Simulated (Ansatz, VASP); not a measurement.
## Cross-check of KZnF3 between VASP and Ansatz

Aim: how closely do two programs agree when they are given the same cell, functional and k mesh? The cell is taken from a series of VASP runs on this material, whose earlier steps may have relaxed, scaled or displaced it; both programs get it as it stands.

Calculated with Ansatz 0.2.0; plane waves, with VASP 6.6.1 beside it; elastic constants at LDA and zone-centre phonons at LDA.

**1. Set-up**

Symmetry: Pm-3m, No. 221, cubic system. The conventional cell has a = 3.982 Å, b = 3.982 Å, c = 3.982 Å, α = 90.00°, β = 90.00°, γ = 90.00°. Zn has 6 F at 1.99 Å nearest. Nearest to K lie 12 F at 2.82 Å. F has 2 Zn at 1.99 Å and 4 K at 2.82 Å nearest. Farther neighbours and most contacts between anions are not listed.

**2. Ansatz: elastic constants, LDA**

Ansatz runs on its default PAW (the set named soft_2) files.

Elastic constants are differences of stresses under small strains, so they test the stress and the mesh.

File input.yaml:

```yaml
crystal:
  lattice:
    - [3.9816217813, 0.0, 0.0]
    - [0.0, 3.9816217813, 0.0]
    - [0.0, 0.0, 3.9816217813]
  atoms:
    - { symbol: Zn, position: [0.5, 0.5, 0.5] }
    - { symbol: K, position: [0.0, 0.0, 0.0] }
    - { symbol: F, position: [0.5, 0.0, 0.5] }
    - { symbol: F, position: [0.0, 0.5, 0.5] }
    - { symbol: F, position: [0.5, 0.5, 0.0] }
hamiltonian:
  xc: lda
  pseudopotentials: { kind: paw }
kpoints:
  mp_grid: { grid: [6, 6, 6] }
scf:
  occupations: { method: gaussian, width: 0.03 }
elastic:
  mode: relaxed_ion
  stencil: two_point
output:
  forces: true
  stress: true
```

Command:

```sh
ansatz run input.yaml --threads 4 --pin off --max-ram 9216MiB --backend cpu --events-out ev --progress --plain --runs-dir out
```

Numbers of over 12 decimals in the logs are rounded to 6 here.

Output:

```text
Engine: ansatz 0.2.0, aarch64-unknown-linux-gnu
Pseudopotentials: kind: paw
Pseudopotential: Zn, paw, valence charge 12, recommended cutoff 420 eV (normal), Zn.paw.azcp
Pseudopotential: K, paw, valence charge 9, recommended cutoff 420 eV (normal), K.paw.azcp
Pseudopotential: F, paw, valence charge 7, recommended cutoff 420 eV (normal), F.paw.azcp
Functional definition: SPW92
  exchange = slater_x
  correlation = pw_c
Crystal: 5 atoms, lattice volume = 63.122 Å³
Basis set: ecut = 420 eV, 1237 PW (Γ)
Bands: 26, of which v1, the nominal top of the filled ones, is band 21 counted from 1 (20 counted from 0)
Symmetry: 48 space group operations
Space group: Pm-3m (ITA 221), of the structure as read, at distance tolerance 4.0e-5 Å
k-points: 20 of 216
Non-local potential: Zn, projectors of the file, l = 0: 2, l = 1: 2, l = 2: 3, l = 3: 1
Non-local potential: K, projectors of the file, l = 0: 3, l = 1: 2, l = 2: 2
Non-local potential: F, projectors of the file, l = 0: 2, l = 1: 2, l = 2: 1
PAW form: soft (Blöchl's): semilocal exchange-correlation on the pseudo side does not see the compensation charge
PAW frozen core: Zn, regenerated for the run's functional, and the local potential with it (the file was generated under x = pbe(κ = 0.804, μ = 0.219515), c = pbe(β = 0.066725))
PAW frozen core: K, regenerated for the run's functional, and the local potential with it (the file was generated under x = pbe(κ = 0.804, μ = 0.219515), c = pbe(β = 0.066725))
PAW frozen core: F, regenerated for the run's functional, and the local potential with it (the file was generated under x = pbe(κ = 0.804, μ = 0.219515), c = pbe(β = 0.066725))
PAW one-centre angular grid: Zn, 590 points (default); XC on 64 Gauss nodes
PAW one-centre angular grid: K, 110 points (default); XC on 64 Gauss nodes
PAW one-centre angular grid: F, 110 points (default); XC on 64 Gauss nodes
Initial density: superposition of atomic densities (neutral atoms: chi_scale 0, normalization atom), corrected by the library's trained network
Initial wavefunctions: pseudopotential atomic-orbital guess
Functional: x = slater, c = lda
SCF iter   1: F=—  HF=-7128.492793 eV  |F-HF|=—  |Δ(HF+E_count)|=         —  Δρ=2.12e-2  dr2=1.94e-1  ethr=1.77e-3  ⟨swp⟩=6.1  Hψ=2558  notcnv=0
preconditioner: auto → Resta (q_TF=auto, 2.549 Å⁻¹)  ε∞=4.1  [insulator: Δε(μ)=3.569 eV  Ē_g=17.100 eV  σ=0.030 eV  W_gap=1.00  n_scr=18 (ndim 8)  ℏωp=30.3 eV  f_vac=0.044  D(μ)=0.00/eV (n_scr^D=0)  ε∞_Penn≈4.1]
SCF iter   2: F=—  HF=-7128.435240 eV  |F-HF|=—  |Δ(HF+E_count)|=   5.76e-2  Δρ=5.15e-3  dr2=5.94e-3  ethr=4.63e-4  ⟨swp⟩=2.0  Hψ=1086  notcnv=0  defer=18
SCF iter   3: F=—  HF=-7128.433793 eV  |F-HF|=—  |Δ(HF+E_count)|=   1.45e-3  Δρ=2.45e-3  dr2=2.08e-3  ethr=1.42e-5  ⟨swp⟩=3.0  Hψ=929  notcnv=0  defer=20
SCF iter   4: F=—  HF=-7128.433240 eV  |F-HF|=—  |Δ(HF+E_count)|=   5.52e-4  Δρ=2.60e-4  dr2=3.40e-5  ethr=4.96e-6  ⟨swp⟩=2.4  Hψ=682  notcnv=0  defer=20
SCF iter   5: F=—  HF=-7128.433251 eV  |F-HF|=—  |Δ(HF+E_count)|=   1.06e-5  Δρ=2.30e-4  dr2=1.68e-5  ethr=8.10e-8  ⟨swp⟩=2.0  Hψ=774  notcnv=0  defer=20
SCF iter   6: F=—  HF=-7128.433246 eV  |F-HF|=—  |Δ(HF+E_count)|=   5.40e-6  Δρ=8.90e-5  dr2=2.97e-6  ethr=4.01e-8  ⟨swp⟩=2.0  Hψ=759  notcnv=0  defer=20
SCF iter   7: F=—  HF=-7128.433246 eV  |F-HF|=—  |Δ(HF+E_count)|=   7.04e-8  Δρ=1.90e-5  dr2=1.84e-7  ethr=7.08e-9  ⟨swp⟩=2.0  Hψ=761  notcnv=0  defer=20
SCF iter   8: F=—  HF=-7128.433246 eV  |F-HF|=—  |Δ(HF+E_count)|=   5.10e-8  Δρ=2.95e-6  dr2=6.66e-9  ethr=4.38e-10  ⟨swp⟩=2.0  Hψ=785  notcnv=0  defer=20
SCF iter   9: F=—  HF=-7128.433246 eV  |F-HF|=—  |Δ(HF+E_count)|=   1.62e-9  Δρ=5.39e-7  dr2=1.42e-10  ethr=1.59e-11  ⟨swp⟩=2.0  Hψ=837  notcnv=0  defer=20
SCF iter  10: F=—  HF=-7128.433246 eV  |F-HF|=—  |Δ(HF+E_count)|=  3.64e-12  Δρ=1.31e-7  dr2=7.64e-12  ethr=3.37e-13 (applied; sched 1.00e-12)  ⟨swp⟩=2.4  Hψ=872  notcnv=0  defer=20
[...]
SCF 1 converged in 12 iterations: F = -7128.433246 eV  dr2 = 4.49e-14
  greatest PAW one-centre occupation: 0.995 electrons in one spin orbital (limit 2), on the Zn atom at site 0 (counted from 0), in its partial waves of l = 2
Crystal: 5 atoms, lattice volume = 62.996 Å³
Symmetry: 16 space group operations
k-points: 40 of 216
Initial density: handed on by an earlier stage of this run
Initial wavefunctions: those handed on with the density
[...]
preconditioner: auto → Resta (q_TF=auto, 2.550 Å⁻¹)  ε∞=4.1  [insulator: Δε(μ)=3.777 eV  Ē_g=17.252 eV  σ=0.030 eV  W_gap=1.00  n_scr=18 (ndim 8)  ℏωp=30.3 eV  f_vac=0.037  D(μ)=0.00/eV (n_scr^D=0)  ε∞_Penn≈4.1]
[...]
SCF 2 converged in 11 iterations: F = -7128.433666 eV  dr2 = 1.23e-14
Crystal: 5 atoms, lattice volume = 63.248 Å³
[...]
preconditioner: auto → Resta (q_TF=auto, 2.548 Å⁻¹)  ε∞=4.1  [insulator: Δε(μ)=3.762 eV  Ē_g=17.226 eV  σ=0.030 eV  W_gap=1.00  n_scr=18 (ndim 8)  ℏωp=30.3 eV  f_vac=0.037  D(μ)=0.00/eV (n_scr^D=0)  ε∞_Penn≈4.1]
[...]
SCF 3 converged in 7 iterations: F = -7128.432781 eV  dr2 = 5.13e-14
Symmetry: 8 space group operations
k-points: 52 of 216
[...]
preconditioner: auto → Resta (q_TF=auto, 2.549 Å⁻¹)  ε∞=4.1  [insulator: Δε(μ)=3.775 eV  Ē_g=17.238 eV  σ=0.030 eV  W_gap=1.00  n_scr=18 (ndim 8)  ℏωp=30.3 eV  f_vac=0.037  D(μ)=0.00/eV (n_scr^D=0)  ε∞_Penn≈4.1]
[...]
SCF iter   9: F=—  HF=-7128.433396 eV  |F-HF|=—  |Δ(HF+E_count)|=  9.09e-13  Δρ=2.00e-8  dr2=1.46e-13  ethr=1.00e-12  ⟨swp⟩=4.0  Hψ=4459  notcnv=0
SCF iter  10: F=-7128.433396 eV  HF=-7128.433396 eV  |F-HF|=1.82e-12  |Δ(HF+E_count)|=    0.00e0  Δρ=2.34e-9  dr2=1.95e-15  ethr=1.00e-12  ⟨swp⟩=4.0  Hψ=4247  notcnv=0
SCF 4 converged in 10 iterations: F = -7128.433396 eV  dr2 = 1.95e-15
iter 1 solved again at ethr=1.65e-10 eV; its pass at ethr=3.10e-3 eV (dr2=6.95e-8 eV) is discarded
SCF iter   1: F=—  HF=-7128.433394 eV  |F-HF|=—  |Δ(HF+E_count)|=         —  Δρ=6.40e-5  dr2=6.82e-8  ethr=1.65e-10  ⟨swp⟩=1.8  Hψ=6124  notcnv=0  defer=52
SCF iter   2: F=—  HF=-7128.433395 eV  |F-HF|=—  |Δ(HF+E_count)|=   1.54e-6  Δρ=3.22e-5  dr2=1.86e-8  ethr=1.62e-10  ⟨swp⟩=2.6  Hψ=2230  notcnv=0  defer=52
SCF iter   3: F=—  HF=-7128.433396 eV  |F-HF|=—  |Δ(HF+E_count)|=   5.12e-7  Δρ=6.56e-6  dr2=2.48e-9  ethr=4.42e-11  ⟨swp⟩=2.0  Hψ=1949  notcnv=0  defer=52
SCF iter   4: F=—  HF=-7128.433396 eV  |F-HF|=—  |Δ(HF+E_count)|=   1.70e-8  Δρ=3.42e-7  dr2=3.41e-11  ethr=5.90e-12  ⟨swp⟩=2.0  Hψ=2047  notcnv=0  defer=52
SCF iter   5: F=—  HF=-7128.433396 eV  |F-HF|=—  |Δ(HF+E_count)|=  1.82e-11  Δρ=9.81e-8  dr2=1.39e-12  ethr=8.13e-14 (applied; sched 1.00e-12)  ⟨swp⟩=2.0  Hψ=2036  notcnv=0  defer=52
SCF iter   6: F=—  HF=-7128.433396 eV  |F-HF|=—  |Δ(HF+E_count)|=  3.64e-12  Δρ=2.43e-8  dr2=1.52e-13  ethr=1.00e-12  ⟨swp⟩=4.3  Hψ=4802  notcnv=0
SCF iter   7: F=-7128.433396 eV  HF=-7128.433396 eV  |F-HF|=3.64e-12  |Δ(HF+E_count)|=    0.00e0  Δρ=1.61e-8  dr2=9.25e-14  ethr=1.00e-12  ⟨swp⟩=4.0  Hψ=4363  notcnv=0
SCF 5 converged in 7 iterations: F = -7128.433396 eV  dr2 = 9.25e-14
SCF converged after 12 iterations
Free energy (F): -7128.433246 eV
Harris-Foulkes:  -7128.433246 eV  (|F-HF|=0.00e0)
Internal energy: -7128.433246 eV  (E = F + TS)
E sigma→0 (E₀):  -7128.433246 eV
Fermi energy:    6.420862 eV
--- Per-component energies (eV) ---
  E_band       = -142.483967
  E_kinetic    = 1002.698608
  E_local      = -3976.726919  (includes V_loc(G=0)·N_el)
  E_nonlocal   = 870.049059
  E_hartree    = 1562.807480
  E_xc         = -501.744747
  E_vxc        = -519.257110  (∫ρ·V_xc dr)
  E_paw        = -3070.593733  (= ΣΔE_a)
  E_vpaw       = -644.868316  (= ΣTr[D̂ρ^β])
  E_aug_tail   = 0.005753  (compensation charges beyond the density's cutoff)
  E_ewald      = -3017.083143
  E_core_change = 2.154396  (= ΣΔE_core)
  E_smearing   = -0.000000  (= −TS)
  E_closure    = 0.000000  (closes the sum)
  Σ components = -7128.433246   (vs F -7128.433246, Δ=0.00e0)
--- Forces (eV/Å), atoms counted from 1 ---
  atom   1  Zn     0.00000000     0.00000000     0.00000000
  atom   2  K     -0.00000000     0.00000000     0.00000000
  atom   3  F      0.00000000    -0.00000000    -0.00000000
  atom   4  F      0.00000000    -0.00000000    -0.00000000
  atom   5  F      0.00000000    -0.00000000     0.00000000
  max |Σ_I F_I| component: 8.82e-29 eV/Å
--- Stress (GPa, compression-positive) ---
       -0.601107      -0.000000       0.000000
       -0.000000      -0.601107       0.000000
        0.000000       0.000000      -0.601107
  P = ⅓ Tr σ = -0.6011 GPa (-6.011 kbar)
--- Band table (eV; the first three rows and the last of 20) ---
  k-point 0: bands = [... 17 lower, 2.1963, 2.4463, 2.4463, 2.4463, 8.3080, 12.8235, 12.8235, 13.7514, ... 1 higher]
  k-point 1: bands = [... 17 lower, 2.2424, 2.4761, 2.4761, 2.4934, 8.8690, 13.0704, 13.0723, 14.0388, ... 1 higher]
  k-point 2: bands = [... 17 lower, 2.2489, 2.5922, 2.5922, 2.7417, 10.1979, 13.1242, 13.5921, 15.1257, ... 1 higher]
  k-point 19: bands = [... 17 lower, 2.8391, 2.8391, 4.5335, 4.5335, 12.7238, 12.7238, 12.7238, 15.0068, ... 1 higher]
--- Elastic constants: 2 strain directions × 2 members + reference (group order 48) ---
  dense FFT box of the reference and of every strained cell: 27×27×27
  strains applied: 11, 23; error gains: componentwise 1.00 (the most a stress slope's error grows in a printed constant), spectral 1.73 (1 for all six strains in a standard setting)
  C = ∂σ_k/∂η_j (tension-positive GPa; Voigt order 11 22 33 23 13 12):
       157.693     59.556     59.556     -0.000     -0.000     -0.000
        59.556    157.693     59.556     -0.000     -0.000     -0.000
        59.556     59.556    157.693     -0.000     -0.000     -0.000
         0.000     -0.000     -0.000     34.546      0.000      0.000
        -0.000     -0.000      0.000     -0.000     34.546     -0.000
        -0.000      0.000      0.000      0.000      0.000     34.546
  reference stress σ⁰ (GPa):      0.601      0.601      0.601     -0.000     -0.000      0.000
  C* (energy form; C + prestress term) asymmetry max|C*_kj − C*_jk| = 7.105e-15 GPa — a small one proves nothing (zero by symmetry where the batch's group is 432, −43m or m−3m); a large one is finite-difference/SCF noise where every solve meets its electron count
  moduli (Voigt/Reuss/Hill, GPa): K = 92.27/92.27/92.27   G = 40.36/39.19/39.77   E = 104.32   ν = 0.312
  mechanically stable: yes (min eigenvalue of sym C = 34.55 GPa)
  strain η (Voigt 11):  stress-route row diagonal C_11 = 157.69 GPa, energy-path curvature d²(F+E_count+ΔE)/dδ²/Ω₀ = 161.11 GPa
         δ    σ_11 (GPa)             F (eV)   n_scf  n_hpsi   n_pw
    -2.000e-3       0.2836       -7128.4336660      11   24256   1253   relax 0 steps, max|allowed force component| 1.01e-29 eV/Å
     2.000e-3       0.9144       -7128.4327807       7   16926   1257   relax 0 steps, max|allowed force component| 9.78e-30 eV/Å
  strain η (Voigt 23):  stress-route row diagonal C_44 = 34.55 GPa, energy-path curvature d²(F+E_count+ΔE)/dδ²/Ω₀ = 41.75 GPa
         δ    σ_23 (GPa)             F (eV)   n_scf  n_hpsi   n_pw
    -2.000e-3      -0.0691       -7128.4333959      10   30820   1253   relax 0 steps, max|allowed force component| 5.84e-30 eV/Å
     2.000e-3       0.0691       -7128.4333959       7   24439   1253   relax 0 steps, max|allowed force component| 6.31e-30 eV/Å
```

The job ended after 6.5 s (4 threads of Arm Neoverse V1, shared host; peak memory 0.41 GiB).

The run ends at a pressure of -0.60 GPa.

[end of part 1 of 3]

[Lines on the potential files, build, host, timing and source positions are cut from VASP's logs without a mark.]

[Logs are printed without paths, hosts, clocks, repeated set-up lines and the standing remarks that a program may print on its own settings, such as how far it seeks lower states.]

[Hosts, paths, dates, database ids (printed as entryN), source tags and the programs' standing remarks are cut or masked in the printed files.]
